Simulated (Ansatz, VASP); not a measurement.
**HfN in VASP and in Ansatz**

```
Hf N
1.0
     0.00000    2.25900    2.25900
     2.25900    0.00000    2.25900
     2.25900    2.25900    0.00000
Hf N
1 1
Direct
  0.00000 0.00000 0.00000
  0.52556 0.52556 0.52556
```

Alike in both runs: task single point; functional PBE; k mesh 10 × 10 × 10; occupations fermi-dirac, width 0.01 eV; no spin polarisation.

```csv
,VASP,Ansatz
version,VASP 6.6.1,Ansatz 0.2.0
potentials or method,"VASP PAW PBE potentials, release 64 (Hf_pv, N), cutoff 520 eV","all-electron LAPW, scalar-relativistic"
```

|  | VASP | Ansatz | Ansatz less VASP |
| --- | --- | --- | --- |
| pressure (GPa) | 8.3 | 10.6 | +2.30 |
| largest component of the traceless stress (GPa) | 0.72 | 0.82 | +0.105 |
| rms of the force components (eV/Å) | 1.289 | 1.287 | -0.0020 |

Atom by atom the forces differ by 0.002 eV/Å (rms over components). Ansatz ran all-electron here, so the differences hold the error of VASP's frozen core and of both bases.

Caveats: forces of over 1 eV/Å show positions far from the minimum, so gaps and moduli don't describe the material at rest. Spin-orbit coupling is left out, which matters for the levels of Hf.
